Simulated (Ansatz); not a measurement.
Cs: pressure against volume

Cs, I4_1/amd, a = 5.148 Å, c = 18.564 Å. This isn't the element's structure at ambient conditions. Ansatz: PBE, PAW, 420 eV, Γ-centred 12×12×12 mesh on 2 atoms, Gaussian smearing 0.10 eV; no spin polarisation. Shape and atoms are relaxed at each volume; pressure is positive in compression.

```tsv
V (Å³/atom)	P (GPa)
108.225	0.29
111.915	?
115.604	0.13
119.294	0.06
122.983	0.01
126.673	-0.04
130.362	-0.08
135.282	-0.13
```

**Question.** Take V0 = 122.983 Å³/atom, count pressures from its P0 = 0.01 GPa, fit the third-order Birch–Murnaghan form to the other rows, and predict the missing pressure.

**Answer.** With the Eulerian strain f = ½[(V0/V)^(2/3) − 1] and y = (P − P0)/[3f(1 + 2f)^(5/2)], the form is the line y = B0 + 1.5 B0 (B0′ − 4) f. Rows (f, y): 0.04448, 1.70; 0.02106, 1.71; 0.01026, 1.54; -0.00976, 1.79; -0.01905, 1.74; -0.03078, 1.78. Means f = 0.002702, y = 1.7100; Σ(Δf)² = 0.003889, ΣΔfΔy = -0.005696; the slope is their ratio. y = 1.714 − 1.465 f GPa, so B0 = 1.7 GPa and B0′ = 4 + 2 × (-1.465)/(3 × 1.714) = 3.43. At V = 111.915, f = 0.03244, y = 1.666 and P = 0.20 GPa. The run gave 0.20 GPa, the same to the digits shown. For so soft a crystal pressures to 0.01 GPa are coarse: rounding alone can shift a y by 0.18 GPa, so B0′ is rough.

Cost: 8 runs of about 6.6 core-minutes in all, on Intel Xeon Platinum 8488C (Sapphire Rapids) (shared hosts).